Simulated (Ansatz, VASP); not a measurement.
# Cross-check of BN between VASP and Ansatz

Wanted: the spread between two codes on one cell, functional and k mesh. The cell is taken from a series of VASP runs on this material, whose earlier steps may have relaxed, scaled or displaced it; both programs get it as it stands. Other levels of theory on this material are compared in a session of their own.

Main program and level: Ansatz 0.2.0; plane waves, with VASP 6.6.1 beside it; single point at PBE with D3(BJ).

## Step 1: The starting structure

It takes space group P6_3mc (No. 186, hexagonal). Conventional cell: a = 2.542 Å, b = 2.542 Å, c = 4.205 Å, α = 90.00°, β = 90.00°, γ = 120.00°. Nearest to B lie 4 N at 1.56 to 1.57 Å. Nearest to N lie 4 B at 1.56 to 1.57 Å. Farther neighbours and most contacts between anions are not listed.

## Step 2: Ansatz: single point, PBE with D3(BJ)

Ansatz runs on its default PAW (the set named soft_2) files.

A single point gives forces, pressure and levels at one fixed geometry, so differences don't come from the geometry; what else differs is listed under the comparison.

File input.yaml:

```yaml
crystal:
  lattice:
    - [2.5424592805, 0.0, 0.0]
    - [-1.2712296403, 2.201834325, 0.0]
    - [0.0, 0.0, 4.2045635586]
  atoms:
    - { symbol: B, position: [0.6666666667, 0.3333333333, 0.0002552075] }
    - { symbol: B, position: [0.3333333333, 0.6666666667, 0.5002552075] }
    - { symbol: "N", position: [0.6666666667, 0.3333333333, 0.3747447925] }
    - { symbol: "N", position: [0.3333333333, 0.6666666667, 0.8747447925] }
hamiltonian:
  xc: pbe
  pseudopotentials: { kind: paw }
  dispersion: d3bj
kpoints:
  mp_grid: { grid: [15, 15, 8] }
scf:
  occupations: { method: tetrahedron }
output:
  forces: true
  stress: true
```

On the command line:

```
$ ansatz run input.yaml --threads 2 --pin off --max-ram 4608MiB --backend cpu --events-out ev --progress --plain --runs-dir out
```

Numbers of over 12 decimals in the logs are rounded to 6 here.

What it wrote:

```text
Warning: output.forces, output.stress, relax.cell or npt_langevin: where a Kohn–Sham band that disperses or a degenerate level is filled in part under the method tetrahedron, the forces or the stress that this run publishes need not agree with its energy (scf.occupations.method in the input reference, under Limitations); prefer a smearing scheme for the forces or the stress
Engine: ansatz 0.2.0, aarch64-unknown-linux-gnu
Pseudopotentials: kind: paw
Pseudopotential: B, paw, valence charge 3, recommended cutoff 420 eV (normal), B.paw.azcp
Pseudopotential: N, paw, valence charge 5, recommended cutoff 420 eV (normal), N.paw.azcp
Functional definition: PBE
  parameter kappa = 0.804
  parameter beta = 0.066725
  exchange = pbe_x(kappa = kappa, mu = beta*pi^2/3)
  correlation = pbe_c(beta = beta)
Crystal: 4 atoms, lattice volume = 23.537 Å³
Basis set: ecut = 420 eV, 465 PW (Γ), exchange–correlation on 36×36×60 points (8 copies of the dense FFT grid, shifted against one another)
Bands: 12, of which v1, the nominal top of the filled ones, is band 8 counted from 1 (7 counted from 0)
Symmetry: 12 space group operations
Space group: P63mc (ITA 186), of the structure as read, at distance tolerance 2.9e-5 Å
k-points: 135 of 1800 (time reversal used)
Non-local potential: B, projectors of the file, l = 0: 2, l = 1: 2, l = 2: 1
Non-local potential: N, projectors of the file, l = 0: 2, l = 1: 2, l = 2: 1
PAW form: soft (Blöchl's): semilocal exchange-correlation on the pseudo side does not see the compensation charge
PAW one-centre angular grid: B, 110 points (default); XC on 64 Gauss nodes
PAW one-centre angular grid: N, 110 points (default); XC on 64 Gauss nodes
Initial density: superposition of atomic densities (neutral atoms: chi_scale 0, normalization atom), corrected by the library's trained network
Initial wavefunctions: pseudopotential atomic-orbital guess
Functional: x = pbe(κ = 0.804, μ = 0.219515), c = pbe(β = 0.066725)
SCF iter   1: F=—  HF=-1085.316949 eV  |F-HF|=—  |Δ(HF+E_count)|=         —  Δρ=2.88e-3  dr2=1.00e-3  ethr=1.77e-3  ⟨swp⟩=5.1  Hψ=9147  notcnv=0
preconditioner: auto → none  [insulator: Δε(μ)=5.180 eV  Ē_g=17.680 eV  n_scr=2 (ndim 8)  ℏωp=30.6 eV  f_vac=0.000  ε∞_Penn≈4.0]
SCF iter   2: F=—  HF=-1085.317109 eV  |F-HF|=—  |Δ(HF+E_count)|=   1.60e-4  Δρ=1.02e-3  dr2=1.20e-4  ethr=6.28e-6  ⟨swp⟩=2.3  Hψ=4228  notcnv=0
SCF iter   3: F=—  HF=-1085.317225 eV  |F-HF|=—  |Δ(HF+E_count)|=   1.16e-4  Δρ=5.00e-4  dr2=1.75e-5  ethr=7.48e-7  ⟨swp⟩=2.5  Hψ=3089  notcnv=0
SCF iter   4: F=—  HF=-1085.317277 eV  |F-HF|=—  |Δ(HF+E_count)|=   5.26e-5  Δρ=9.02e-5  dr2=6.09e-7  ethr=1.09e-7  ⟨swp⟩=2.1  Hψ=3197  notcnv=0
SCF iter   5: F=-1085.317279 eV  HF=-1085.317279 eV  |F-HF|=2.44e-8  |Δ(HF+E_count)|=   2.13e-6  Δρ=9.95e-6  dr2=7.61e-9  ethr=6.25e-10  ⟨swp⟩=4.3  Hψ=5462  notcnv=0
SCF 1 converged in 5 iterations: F = -1085.317279 eV  dr2 = 7.61e-9
  greatest PAW one-centre occupation: 0.788 electrons in one spin orbital (limit 2), on the N atom at site 3 (counted from 0), in its partial waves of l = 0
SCF converged after 5 iterations
Stability not checked: this state was not tested for a lower state beside it, because cold or Methfessel-Paxton smearing, or corrected tetrahedra, fill the levels in a way that the test cannot read (fill_not_monotonic; see scf.lower_state_search)
Free energy (F): -1085.317279 eV
Harris-Foulkes:  -1085.317279 eV  (|F-HF|=2.44e-8)
Internal energy: -1085.317279 eV  (E = F + TS)
E sigma→0 (E₀):  -1085.317279 eV
Fermi energy:    11.398704 eV
--- Per-component energies (eV) ---
  E_band       = 53.560307
  E_kinetic    = 371.837225
  E_local      = -351.760456  (includes V_loc(G=0)·N_el)
  E_nonlocal   = 113.284533
  E_hartree    = 98.915952
  E_xc         = -187.064245
  E_vxc        = -232.687668  (∫ρ·V_xc dr)
  E_paw        = -412.954398  (= ΣΔE_a)
  E_vpaw       = -44.945285  (= ΣTr[D̂ρ^β])
  E_aug_tail   = 0.000205  (compensation charges beyond the density's cutoff)
  E_ewald      = -716.736066
  E_disp       = -0.840029  (pairwise vdW)
  E_smearing   = -0.000000  (= −TS)
  E_closure    = -0.000000  (closes the sum)
  Σ components = -1085.317279   (vs F -1085.317279, Δ=0.00e0)
--- Forces (eV/Å), atoms counted from 1 ---
  atom   1  B      0.00000000     0.00000000    -0.00369280
  atom   2  B     -0.00000000    -0.00000000    -0.00369280
  atom   3  N     -0.00000000    -0.00000000     0.00368033
  atom   4  N      0.00000000     0.00000000     0.00368033
  max |Σ_I F_I| component: 2.49e-5 eV/Å
--- Stress (GPa, compression-positive) ---
       -0.360740      -0.000000      -0.000000
        0.000000      -0.360740       0.000000
        0.000000       0.000000      -0.276543
  P = ⅓ Tr σ = -0.3327 GPa (-3.327 kbar)
--- Band table (eV; the first three rows and the last of 135) ---
  k-point 0: bands = [... 4 lower, 9.2645, 11.1253, 11.3987, 11.3987, 19.7990, 19.7990, 20.0433, 20.9684]
  k-point 1: bands = [... 4 lower, 9.3311, 10.6028, 11.2972, 11.2972, 19.9126, 19.9126, 20.2699, 20.9654]
  k-point 2: bands = [... 4 lower, 9.5259, 9.5259, 11.0197, 11.0197, 20.2384, 20.2384, 20.6573, 20.9583]
  k-point 134: bands = [... 4 lower, 3.6361, 3.6361, 8.3520, 8.3520, 20.7681, 20.7681, 21.6107, 21.6107]
```

Elapsed: 3 s, on 2 threads of Arm Neoverse N1, shared host; peak memory 0.31 GiB; 5.5 s of CPU time.

The run ends at a pressure of -0.33 GPa, with forces up to 0.0037 eV/Å.

## Step 3: VASP: single point, PBE with D3(BJ)

The same cell, functional, mesh and smearing now go to VASP, with its own data sets and cutoff.

Lines of VASP's logs that name or quote its potential files are left out, and so is its time.

File INCAR:

```
SYSTEM = BN
PREC = Accurate
ENCUT = 520
EDIFF = 1E-06
NELM = 100
ISMEAR = -5
SIGMA = 0.05
LREAL = .FALSE.
ALGO = Normal
GGA = PE
IVDW = 12
NBANDS = 22
LORBIT = 11
LWAVE = .FALSE.
LCHARG = .FALSE.
KPAR = 4
NEDOS = 2001
```

File POSCAR:

```
BN
1.0
    2.5424592805      0.0000000000      0.0000000000
   -1.2712296403      2.2018343250      0.0000000000
    0.0000000000      0.0000000000      4.2045635586
B N
2 2
Direct
    0.6666666667      0.3333333333      0.0002552075
    0.3333333333      0.6666666667      0.5002552075
    0.6666666667      0.3333333333      0.3747447925
    0.3333333333      0.6666666667      0.8747447925
```

File KPOINTS:

```
Automatic mesh
0
Gamma
15 15 8
0 0 0
```

Potentials, in the order of the species: B and N (PBE family, release 64).

On the command line:

```
$ mpirun -np 4 vasp_std
```

What it wrote:

```text
[banner, memory and clock lines left out]
running    4 mpi-ranks, on    1 nodes
 distrk:  each k-point on    1 cores,    4 groups
 distr:  one band on    1 cores,    1 groups

 POSCAR found type information on POSCAR B N
 POSCAR found :  2 types and       4 ions
 LDA part: xc-table for (Slater+PW92), standard interpolation
 POSCAR, INCAR and KPOINTS ok, starting setup
 FFT: planning ... GRIDC
 FFT: planning ... GRID_SOFT
 FFT: planning ... GRID
 WAVECAR not read
 entering main loop
       N       E                     dE             d eps       ncg     rms          rms(c)
DAV:   1     0.391564405201E+02    0.39156E+02   -0.77976E+03  5948   0.710E+02
DAV:   2    -0.348218933280E+02   -0.73978E+02   -0.69903E+02  7486   0.197E+02
DAV:   3    -0.367790385398E+02   -0.19571E+01   -0.19430E+01  7142   0.270E+01
DAV:   4    -0.367824323966E+02   -0.33939E-02   -0.33938E-02  6474   0.125E+00
DAV:   5    -0.367824363751E+02   -0.39785E-05   -0.39785E-05  7074   0.410E-02    0.952E+00
DAV:   6    -0.349959095341E+02    0.17865E+01   -0.13009E+00  6288   0.992E+00    0.454E+00
DAV:   7    -0.348536891541E+02    0.14222E+00   -0.28029E-01  6914   0.349E+00    0.277E+00
DAV:   8    -0.348262907291E+02    0.27398E-01   -0.40828E-02  6892   0.138E+00    0.249E-01
DAV:   9    -0.348257263481E+02    0.56438E-03   -0.10769E-03  6302   0.345E-01    0.142E-01
DAV:  10    -0.348259896318E+02   -0.26328E-03   -0.30305E-04  6296   0.121E-01    0.204E-02
DAV:  11    -0.348259993095E+02   -0.96776E-05   -0.11995E-05  7020   0.312E-02    0.163E-02
DAV:  12    -0.348259996327E+02   -0.32321E-06   -0.28489E-06  6384   0.147E-02
   1 F= -.35665894E+02 E0= -.35665894E+02  d E =0.000000E+00
```

From OUTCAR (step 3):

```text
ion  position               nearest neighbor table
   1  0.667  0.333  0.000-   4 1.56   4 1.56   4 1.56   3 1.57
   2  0.333  0.667  0.500-   3 1.56   3 1.56   3 1.56   4 1.57
   3  0.667  0.333  0.375-   2 1.56   2 1.56   2 1.56   1 1.57
   4  0.333  0.667  0.875-   1 1.56   1 1.56   1 1.56   2 1.57

  LATTYP: Found a hexagonal cell.
 ALAT       =     2.5424592805
 C/A-ratio  =     1.6537387996

 Subroutine GETGRP returns: Found 12 space group operations
 (whereof  6 operations were pure point group operations)

The static configuration has the point symmetry C_3v.
 The point group associated with its full space group is C_6v.

 Found    135 irreducible k-points:

   k-points           NKPTS =    135   k-points in BZ     NKDIM =    135   number of bands    NBANDS=     22

   dimension x,y,z NGX =    20 NGY =   20 NGZ =   32
   dimension x,y,z NGXF=    40 NGYF=   40 NGZF=   64

   ENCUT  =  520.0 eV  38.22 Ry    6.18 a.u.   4.73  4.73  7.82*2*pi/ulx,y,z

   NELECT =      16.0000    total number of electrons

 k-points in reciprocal lattice and weights: Automatic mesh
   0.00000000  0.00000000  0.00000000       0.001
   0.06666667  0.00000000  0.00000000       0.003
   0.13333333  0.00000000  0.00000000       0.003
   0.20000000  0.00000000  0.00000000       0.003
   0.26666667  0.00000000  0.00000000       0.003
   0.33333333 -0.00000000  0.00000000       0.003
   0.40000000  0.00000000  0.00000000       0.003
   0.46666667  0.00000000  0.00000000       0.003
   0.06666667  0.06666667  0.00000000       0.003
[...]
0.33333333  0.26666667  0.50000000       0.007
   0.33333333  0.33333333  0.50000000       0.001

 average (electrostatic) potential at core
       1 -24.4279       2 -24.4279       3 -60.3439       4 -60.3439

 E-fermi :   7.6330

 k-point     1 :       0.0000    0.0000    0.0000
  band No.  band energies     occupation
    ...
      4       5.4748      2.00000
      5       5.4748      2.00000
      6       7.3333      2.00000
      7       7.6097      2.00000
      8       7.6097      2.00000
      9      15.9968      0.00000
     10      15.9968      0.00000
     11      16.2466      0.00000
     12      17.1870      0.00000
     13      18.4488      0.00000
    ...

 k-point     2 :       0.0667    0.0000    0.0000
  band No.  band energies     occupation
    ...
      4       5.0202      2.00000
      5       5.2884      2.00000
      6       7.2149      2.00000
      7       7.2570      2.00000
      8       7.5077      2.00000
      9      15.8241      0.00000
     10      16.1956      0.00000
     11      16.4314      0.00000
     12      17.5038      0.00000
     13      18.7897      0.00000
    ...

 k-point     3 :       0.1333    0.0000    0.0000
  band No.  band energies     occupation
    ...
      4       3.8501      2.00000
      5       4.8156      2.00000
      6       6.2514      2.00000
      7       6.9495      2.00000
      8       7.2162      2.00000
      9      15.5165      0.00000
     10      16.7106      0.00000
     11      16.7302      0.00000
     12      18.2723      0.00000
     13      19.2390      0.00000
    ...

 Edisp (eV)   -0.83989

  Total      -0.00682    -0.00682    -0.00800     0.00000     0.00000     0.00000
  in kB      -0.46434    -0.46434    -0.54468     0.00000     0.00000     0.00000
  external pressure =       -0.49 kB  Pullay stress =        0.00 kB

  energy-cutoff  :      520.00
  volume of cell :       23.54
      direct lattice vectors                 reciprocal lattice vectors
     2.542459281  0.000000000  0.000000000     0.393319967  0.227083389  0.000000000
    -1.271229640  2.201834325  0.000000000     0.000000000  0.454166778  0.000000000
     0.000000000  0.000000000  4.204563559     0.000000000  0.000000000  0.237836814

 POSITION                                       TOTAL-FORCE (eV/Angst)
 -----------------------------------------------------------------------------------
      1.27123      0.73394      0.00107         0.000000     -0.000000     -0.000766
     -0.00000      1.46789      2.10335         0.000000      0.000000     -0.000766
      1.27123      0.73394      1.57564         0.000000      0.000000      0.000766
     -0.00000      1.46789      3.67792        -0.000000     -0.000000      0.000766
 -----------------------------------------------------------------------------------
    total drift:                               -0.000000     -0.000000     -0.000410

  FREE ENERGIE OF THE ION-ELECTRON SYSTEM (eV)
  ---------------------------------------------------
  free  energy   TOTEN  =       -35.6658941258 eV

  energy  without entropy=      -35.6658941258  energy(sigma->0) =      -35.66589413

 total charge
# of ion       s       p       d       tot
------------------------------------------
    1        0.678   1.364   0.000   2.042
    2        0.678   1.364   0.000   2.042
    3        1.216   2.767   0.000   3.983
    4        1.216   2.767   0.000   3.983
--------------------------------------------------
tot          3.788   8.261   0.000  12.049

[... 3 further parts left out ...]
```

The run ends at a pressure of -0.05 GPa, with forces up to 7.7e-4 eV/Å.

## Step 4: Comparison

Known differences besides the potentials themselves: the cutoff is 420 eV in Ansatz and 520 eV in VASP; VASP leaves aspherical gradient terms in its spheres out (LASPH is not set), Ansatz keeps them. Total energies have different zeros and are not compared.

The two programs side by side:

```
                                        quantity  Ansatz   VASP  difference
                                  pressure (GPa)   -0.33  -0.05       -0.28
pressure without Ansatz's Pulay correction (GPa)   -1.40  -0.05       -1.35
                          gap on the k mesh (eV)   5.198  5.180      +0.018
```

At this near-relaxed geometry the largest component of a force difference is 3 meV/Å. A gap on the mesh is an upper bound, since the band edges may lie between its points. Ansatz's pressure holds a Pulay correction of 1.07 GPa; VASP's holds none.

## Step 5: Outcome

| Quantity | Value |
| --- | --- |
| difference in gap on the k mesh (single point, PBE with D3(BJ)) | 0.018 eV |

**Reading.** The difference in gap on the k mesh is 0.018 eV (single point, PBE with D3(BJ)), within the 0.08 eV picked in this series as the mark of a large difference. 4 further runs of this series are not shown here. How closely two codes agree says nothing of how well the functional describes the real material.

[Lines on the potential files, build, host, timing and source positions are cut from VASP's logs without a mark.]

[Logs are printed without paths, hosts, clocks, repeated set-up lines and the standing remarks that a program may print on its own settings, such as how far it seeks lower states.]

[Hosts, paths, dates, database ids (printed as entryN), source tags and the programs' standing remarks are cut or masked in the printed files.]
